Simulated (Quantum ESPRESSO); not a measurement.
The system is KF (Carobbiite).

```
K F
1.0
     0.00000    2.67185    2.67185
     2.67185    0.00000    2.67185
     2.67185    2.67185    0.00000
K F
1 1
Direct
  0.00000 0.00000 0.00000
  0.50000 0.50000 0.50000
```

Base run:

| Property | Result |
| --- | --- |
| Program | Quantum ESPRESSO 7.5 |
| Functional | LDA |
| Potentials or basis | GBRV 1.5 LDA |
| Cutoff | 612 eV |
| Density cutoff | 4898 eV |
| k mesh | 9 × 9 × 9 |
| Occupations | fermi-dirac, width 0.05 eV |
| Spin | no spin polarisation |

Its results: band gap on the k mesh 5.79 eV, direct; pressure -3.8 GPa.

Q: The run is repeated on the same cell with these changes: functional from LDA to PBEsol; potentials or basis from GBRV 1.5 LDA to GBRV 1.5 PBEsol. What comes out?

A: Band gap on the k mesh 6.04 eV, direct; pressure -0.9 GPa.
